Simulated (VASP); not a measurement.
# BaTiO3 (P4mm) in VASP: further runs

One crystal, BaTiO3, is run at these levels: PBE; tasks: single point.

Everything below comes from runs of VASP 6.6.1. Logs are shortened: lines on timing, memory, paths and dates and some standing lists are left out, and cuts for length are marked.

### 1 The crystal as given

It takes space group P4mm (No. 99, tetragonal). The conventional cell has a = 4.000 Å, b = 4.000 Å, c = 4.018 Å, α = 90.00°, β = 90.00°, γ = 90.00°. Ba (site symmetry 4mm) has 12 O at 2.79 to 2.88 Å as nearest neighbours. Ti (site symmetry 4mm) has 6 O at 1.89 to 2.13 Å as nearest neighbours. Around O (site symmetry 2mm) lie 2 Ti at 2.00 Å. O (site symmetry 4mm) is surrounded by 2 Ti at 1.89 to 2.13 Å.

### 2 Single point, PBE

INCAR

```
SYSTEM = BaTiO3
PREC = Accurate ; ENCUT = 460
EDIFF = 1E-7 ; ISMEAR = 0
SIGMA = 0.5 ; LREAL = .False.
LASPH = .True. ; NELM = 100
ALGO = Normal ; ISIF = 2
LWAVE = .False. ; LCHARG = .False.
GGA = PE ; NBANDS = 28
ADDGRID = .False.
```

KPOINTS

```
regular mesh
0
Gamma
  5 5 5
  0 0 0
```

POSCAR

```
BaTiO3
1.0
    3.9998000000      0.0000000000      0.0000000000
    0.0000000000      3.9998000000      0.0000000000
    0.0000000000      0.0000000000      4.0180000000
Ba Ti O
1 1 3
Direct
    0.0000000000      0.0000000000      0.0000000000
    0.5000000000      0.5000000000      0.4900000000
    0.0000000000      0.5000000000      0.5170000000
    0.5000000000      0.0000000000      0.5170000000
    0.5000000000      0.5000000000      0.0190000000
```

Potentials or basis: VASP PAW PBE potentials, release 64 (Ba_sv, Ti_sv, O).

Launch:

```console
cat potpaw_PBE.64/Ba_sv/POTCAR potpaw_PBE.64/Ti_sv/POTCAR potpaw_PBE.64/O/POTCAR > POTCAR
mpirun -np 1 vasp_std > vasp.out
```

OUTCAR:

```text
SYSTEM = BaTiO3
   PREC = Accurate
   ENCUT = 460
   EDIFF = 1E-7
   ISMEAR = 0
   LREAL = .False.
   LASPH = .True.
   NELM = 100
   ISIF = 2
   GGA = PE

 Found     18 irreducible k-points:

 Following reciprocal coordinates:
            Coordinates               Weight
  0.000000  0.000000  0.000000      1.000000
  0.200000  0.000000  0.000000      4.000000
  0.400000  0.000000  0.000000      4.000000
  0.200000  0.200000  0.000000      4.000000
  0.400000  0.200000  0.000000      8.000000
  0.400000  0.400000  0.000000      4.000000
   k-points           NKPTS =     18   k-points in BZ     NKDIM =     18   number of bands    NBANDS=     28
   number of dos      NEDOS =    301   number of ions     NIONS =      5
   total plane-waves  NPLWV =  21952
   dimension x,y,z NGX =    28 NGY =   28 NGZ =   28
   dimension x,y,z NGXF=    56 NGYF=   56 NGZF=   56
   ions per type =               1   1   3
   NGX,Y,Z   is equivalent  to a cutoff of  11.64, 11.64, 11.59 a.u.
   NGXF,Y,Z  is equivalent  to a cutoff of  23.28, 23.28, 23.17 a.u.
 SYSTEM =  BaTiO3
   PREC   = accura    normal or accurate (medium, high low for compatibility)
   ISTART =      0    job   : 0-new  1-cont  2-samecut
   ICHARG =      2    charge: 1-file 2-atom 10-const
   ISPIN  =      1    spin polarized calculation?
   LNONCOLLINEAR =      F non collinear calculations
   LSORBIT =      F    spin-orbit coupling
   LASPH  =      T    aspherical Exc in radial PAW
   ENCUT  =  460.0 eV  33.81 Ry    5.81 a.u.   6.99  6.99  7.03*2*pi/ulx,y,z
   NELM   =    100;   NELMIN=  2; NELMDL= -5     # of ELM steps
   EDIFF  = 0.1E-06   stopping-criterion for ELM
   LREAL  =      F    real-space projection
   EDIFFG = 0.1E-05   stopping-criterion for IOM
   NSW    =      0    number of steps for IOM
   IBRION =     -1    ionic relax: 0-MD 1-quasi-New 2-CG
   NFREE  =      0    steps in history (QN), initial steepest desc. (CG)
   ISIF   =      2    stress and relaxation
   ISYM   =      2    0-nonsym 1-usesym 2-fastsym
   POTIM  = 0.5000    time-step for ionic-motion
   TEBEG  =    0.0;   TEEND  =   0.0 temperature during run
   PSTRESS=    0.0 pullay stress
   NELECT =      40.0000    total number of electrons
   NUPDOWN=      -1.0000    fix difference up-down
   EMIN   =  10.00;   EMAX   =-10.00  energy-range for DOS
   EFERMI =   0.00;   METHOD = LEGACY
   ISMEAR =     0;   SIGMA  =   0.50  broadening in eV -4-tet -1-fermi 0-gaus
   EFERMI_NEDOS =   21; number of points for ismear=-14 and -15
   IALGO  =     38    algorithm
   IMIX   =      4    mixing-type and parameters
     AMIX     =   0.40;   BMIX     =  1.00
     AMIX_MAG =   1.60;   BMIX_MAG =  1.00
  volume/ion in A,a.u.               =      12.86        86.76
  Fermi-wavevector in a.u.,A,eV,Ry     =   1.397653  2.641181 26.578078  1.953434
  Thomas-Fermi vector in A             =   2.520888
   LORBIT       =      0    0 simple, 1 ext, 2 COOP (PROOUT), +10 PAW based schemes
   GGA     = PE    functional components
   LHFCALC =     F    Hartree Fock is set to
   AEXX    =    0.0000 exact exchange contribution
   IVDW    =     0    specifies the selected vdW correction
   LEPSILON=     F    determine dielectric tensor
   LRPA    =     F    only Hartree local field effects (RPA)
 non-spin polarized calculation
 Gauss-broadening in eV      SIGMA  =   0.50
  energy-cutoff  :      460.00
  volume of cell :       64.28
 maximum number of plane-waves:      1450
 NGX is ok and might be reduce to    28
   NGX = 13   NGY = 13   NGZ = 15

 number of electron      40.0000031 magnetization

 Free energy of the ion-electron system (eV)
  ---------------------------------------------------
  ext. energy  EPLUGINS =         0.00000000
  ---------------------------------------------------
  free energy    TOTEN  =       -39.98915628 eV

  energy without entropy =      -39.98796177  energy(sigma->0) =      -39.98855903

 E-fermi :   4.7696     XC(G=0): -11.2419

 val. band max:        3.6862813318   @ k =   0.4000   0.4000   0.4000
 cond. band min:       5.6171822698   @ k =   0.0000   0.0000   0.0000
 fundamental gap:      1.9309009380
 Fermi energy:         4.7696180752

 k-point     1 :       0.0000    0.0000    0.0000
  band No.  band energies     occupation
      1     -52.7555      2.00000
      2     -28.9978      2.00000
      3     -28.9682      2.00000
      4     -28.9682      2.00000
      5     -21.0131      2.00000
      6     -13.0733      2.00000
[... 20 lines left out ...]
     27       8.8953      0.00000
     28      11.1444      0.00000

 k-point     2 :       0.2000    0.0000    0.0000
  band No.  band energies     occupation
      1     -52.7553      2.00000
      2     -28.9971      2.00000
      3     -28.9865      2.00000
      4     -28.9676      2.00000
      5     -20.9726      2.00000
      6     -13.1162      2.00000
[... 20 lines left out ...]
     27       9.6095      0.00000
     28      12.0608      0.00000

 k-point     3 :       0.4000    0.0000    0.0000
  band No.  band energies     occupation
      1     -52.7548      2.00000
      2     -29.0158      2.00000
      3     -28.9960      2.00000
      4     -28.9664      2.00000
      5     -20.9053      2.00000
      6     -13.2760      2.00000
[... 20 lines left out ...]
     27      11.0852      0.00000
     28      12.0498      0.00000

 k-point     4 :       0.2000    0.2000    0.0000
  band No.  band energies     occupation
      1     -52.7549      2.00000
      2     -28.9965      2.00000
      3     -28.9860      2.00000
      4     -28.9853      2.00000
      5     -20.9368      2.00000
      6     -13.0786      2.00000
[... 20 lines left out ...]
     27      10.3073      0.00000
     28      12.2029      0.00000

 k-point     5 :       0.4000    0.2000    0.0000
  band No.  band energies     occupation
      1     -52.7544      2.00000
      2     -29.0147      2.00000
      3     -28.9953      2.00000
      4     -28.9842      2.00000
      5     -20.8776      2.00000
      6     -13.1224      2.00000
[... 20 lines left out ...]
     27      11.8017      0.00000
     28      12.6203      0.00000

 k-point     6 :       0.4000    0.4000    0.0000
  band No.  band energies     occupation
      1     -52.7538      2.00000
      2     -29.0130      2.00000
      3     -29.0127      2.00000
      4     -28.9942      2.00000
      5     -20.8320      2.00000
      6     -12.8690      2.00000
[... 20 lines left out ...]
     27      11.9988      0.00000
     28      13.4337      0.00000

 [... further k-points ...]

------------------------ aborting loop because EDIFF is reached ----------------------------------------

  FORCE on cell =-STRESS in cart. coord.  units (eV):
  Direction    XX          YY          ZZ          XY          YZ          ZX
  --------------------------------------------------------------------------------------
  -------------------------------------------------------------------------------------
  Total        1.2453453      1.2453453      1.6295452      0.0000000      0.0000000      0.0000000
  in kB       31.0394397     31.0394397     40.6153786      0.0000000      0.0000000      0.0000000
  external PRESSURE =      34.2314194 kB  Pullay stress =       0.0000000 kB

 VOLUME and BASIS-vectors are now :
 -----------------------------------------------------------------------------
  energy-cutoff  :      460.00
  volume of cell :       64.28
      direct lattice vectors                 reciprocal lattice vectors
     3.999800000  0.000000000  0.000000000     0.250012501  0.000000000  0.000000000
     0.000000000  3.999800000  0.000000000     0.000000000  0.250012501  0.000000000
     0.000000000  0.000000000  4.018000000     0.000000000  0.000000000  0.248880040

 POSITION                                       TOTAL-FORCE (eV/Angst)
 -----------------------------------------------------------------------------------
      0.00000      0.00000      0.00000         0.000000     -0.000000      0.074748
      1.99990      1.99990      1.96882        -0.000000      0.000000     -0.131683
      0.00000      1.99990      2.07731        -0.000000     -0.000000     -0.111048
      1.99990      0.00000      2.07731        -0.000000     -0.000000     -0.111048
      1.99990      1.99990      0.07634        -0.000000      0.000000      0.279030
 -----------------------------------------------------------------------------------
    total drift:                                0.000000      0.000000      0.000254

  FREE ENERGIE OF THE ION-ELECTRON SYSTEM (eV)
  ---------------------------------------------------
  free  energy   TOTEN  =       -39.9891562831 eV

  energy  without entropy=      -39.9879617714  energy(sigma->0) =      -39.98855903
```

OSZICAR:

```text
N       E                     dE             d eps       ncg     rms          rms(c)
DAV:   1     0.411756134173E+03    0.41176E+03   -0.19181E+04  1008   0.142E+03
DAV:   2    -0.634603788437E+01   -0.41810E+03   -0.39934E+03  1168   0.407E+02
DAV:   3    -0.489399346271E+02   -0.42594E+02   -0.42205E+02  1404   0.128E+02
DAV:   4    -0.508310501557E+02   -0.18911E+01   -0.18877E+01  1496   0.234E+01
DAV:   5    -0.508863633689E+02   -0.55313E-01   -0.55307E-01  1356   0.307E+00    0.230E+01
DAV:   6    -0.402185886400E+02    0.10668E+02   -0.55373E+01  1472   0.663E+01    0.997E+00
DAV:   7    -0.401783197050E+02    0.40269E-01   -0.10097E+01  1336   0.235E+01    0.687E+00
DAV:   8    -0.399863179159E+02    0.19200E+00   -0.61286E-01  1172   0.710E+00    0.359E+00
DAV:   9    -0.400234788595E+02   -0.37161E-01   -0.39146E-01  1496   0.540E+00    0.172E+00
DAV:  10    -0.399927210856E+02    0.30758E-01   -0.16297E-01  1192   0.408E+00    0.540E-01
DAV:  11    -0.399892941951E+02    0.34269E-02   -0.13809E-02  1340   0.751E-01    0.144E-01
DAV:  12    -0.399891822139E+02    0.11198E-03   -0.79879E-04  1192   0.182E-01    0.455E-02
DAV:  13    -0.399891606952E+02    0.21519E-04   -0.85377E-05  1352   0.864E-02    0.278E-02
DAV:  14    -0.399891569871E+02    0.37081E-05   -0.35562E-05  1384   0.567E-02    0.103E-02
DAV:  15    -0.399891574709E+02   -0.48381E-06   -0.16827E-05  1644   0.360E-02    0.953E-03
DAV:  16    -0.399891562633E+02    0.12076E-05   -0.38844E-06  1236   0.197E-02    0.116E-03
DAV:  17    -0.399891562831E+02   -0.19719E-07   -0.27032E-07   996   0.515E-03
   1 F= -.39989156E+02 E0= -.39988559E+02  d E =-.119451E-02
```

Wall time 24 s (1 thread of Intel Xeon Platinum 8488C (Sapphire Rapids), shared host); peak memory 0.17 GiB.

These settings aren't checked as converged: the numbers below hold their error.

Results:

| Property | Result |
| --- | --- |
| Free energy | -39.9892 eV |
| Pressure | 3.4 GPa |
| Largest force | 0.279 eV/Å |
| Band gap on the k mesh | 1.93 eV, indirect (least direct gap 2.06 eV) |

Caveat: the cutoff is under 1.25 times the usual one of these potentials, so pressure, stress and relaxed cells hold a basis-set (Pulay) error; spin-orbit coupling is left out, which moves the levels of the heavy elements; an odd mesh through Γ misses points on the zone boundary, where band edges often lie.

### 3 Single point, PBE

INCAR is that of step 2.

KPOINTS is that of step 2.

POSCAR

```
BaTiO3
1.0
    3.9998000000      0.0000000000      0.0000000000
    0.0000000000      3.9998000000      0.0000000000
    0.0000000000      0.0000000000      4.0180000000
Ba Ti O
1 1 3
Direct
    0.0050340000     -0.0151990000     -0.0081960000
    0.5109990000      0.5026790000      0.4796360000
   -0.0079330000      0.4990990000      0.5319510000
    0.5087000000     -0.0034200000      0.5100070000
    0.5274750000      0.4823970000      0.0100750000
```

Potentials or basis: VASP PAW PBE potentials, release 64 (Ba_sv, Ti_sv, O).

Launch:

```console
cat potpaw_PBE.64/Ba_sv/POTCAR potpaw_PBE.64/Ti_sv/POTCAR potpaw_PBE.64/O/POTCAR > POTCAR
mpirun -np 1 vasp_std > vasp.out
```

Run time: 68 s. Hardware: 1 thread of Intel Xeon Platinum 8488C (Sapphire Rapids), shared host; peak memory 0.22 GiB.

The run converged, but some of its settings lie outside the range that counts as converged, so its numbers aren't taken as properties of the crystal.

Results:

```yaml
Free_energy: -39.8834 eV
Pressure: 4.0 GPa
Largest_force: 1.049 eV/Å
Band_gap_on_the_k_mesh: 2.02 eV, indirect (least direct gap 2.15 eV)
```

Caveat: the cutoff is under 1.25 times the usual one of these potentials, so pressure, stress and relaxed cells hold a basis-set (Pulay) error; spin-orbit coupling is left out, which moves the levels of the heavy elements; an odd mesh through Γ misses points on the zone boundary, where band edges often lie.

### 4 For comparison

An earlier run on the cell as given: functional PBEsol; potentials or basis VASP PAW PBE potentials, release 64 (Ba_sv, Ti_sv, O); cutoff 520 eV; k mesh 7 × 7 × 7; occupations fermi-dirac, width 0.05 eV; no spin polarisation.

* Pressure: -2.0 GPa
* Largest force: 0.323 eV/Å
* Band gap on the k mesh: 1.82 eV, indirect (least direct gap 2.02 eV)
